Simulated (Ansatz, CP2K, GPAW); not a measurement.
# NaI: 3 runs at one level of theory

```
I Na
1.0
     6.38532    0.00000    0.00000
     0.00000    6.38532    0.00000
     0.00000    0.00000    6.38532
I Na
4 4
Direct
  0.50000 0.00000 0.00000
  0.00000 0.50000 0.00000
  0.00000 0.00000 0.50000
  0.50000 0.50000 0.50000
  0.00000 0.00000 0.00000
  0.00000 0.50000 0.50000
  0.50000 0.00000 0.50000
  0.50000 0.50000 0.00000
```

Alike in all runs: task single point; functional PBEsol; dispersion D4; k mesh 4 × 4 × 4; occupations gaussian, width 0.05 eV; no spin polarisation; no spin-orbit coupling. Pressure is positive in compression and, in plane waves, holds the error of the finite cutoff, which Ansatz's Pulay term estimates and takes out.

```tsv
program and potentials	plane-wave cutoff (eV)	notes	band gap (eV)	pressure (GPa)
Ansatz, Ansatz PAW	420	potentials made for PBE, which Ansatz adapts in part; 13 valence electrons an atom on average	3.62	-0.31
GPAW, PAW data sets generated for this functional	800	7 valence electrons an atom on average	?	?
CP2K, POTENTIAL_UZH I GTH-PBE-q7, Na GTH-PBE-q9; TZVP-MOLOPT-PBE-GTH basis	-	atomic basis; potentials made for PBE; 8 valence electrons an atom on average	3.54	0.17
```

Problem. Estimate from the other rows what the run with GPAW, PAW data sets generated for this functional gave.

Solution. Band gap 3.63 eV; pressure -0.29 GPa. The other rows, which needn't bracket it: band gap 3.54 to 3.62; pressure -0.31 to 0.17.
